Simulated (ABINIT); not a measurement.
TiB2, 3 atoms in the cell. Symmetry: P6/mmm, No. 191, hexagonal system. Conventional cell: a = 3.029 Å, b = 3.029 Å, c = 3.228 Å, α = 90.00°, β = 90.00°, γ = 120.00°. Ti (site symmetry 6/mmm) has 12 B at 2.38 Å as nearest neighbours. Around B (site symmetry -6m2) lie 3 B at 1.75 Å. 

- Program: ABINIT 10.8.3 (patched build)
- Task: band structure
- Functional: PBEsol
- Potentials or basis: PseudoDojo NC SR PBEsol v0.4.1 standard
- Cutoff: 1143 eV
- k mesh: 10 × 10 × 8
- Occupations: fermi-dirac, width 0.05 eV
- Spin: no spin polarisation

Potentials or basis: PseudoDojo NC SR PBEsol v0.4.1 standard.

The run is started by

```bash
$ abinit run.abi > log 2>&1
```

Hardware: 1 thread of Intel(R) Xeon(R) Platinum 8488C (Sapphire Rapids), on a shared host.

Q: Estimate the wall time of this run.

A: Run time: 2.2 min on 1 thread of Intel(R) Xeon(R) Platinum 8488C (Sapphire Rapids) (shared host), peak memory 0.11 GiB. Counts: scf iterations 13, mpi ranks 1, k points 70, bands 13, plane waves 2286.
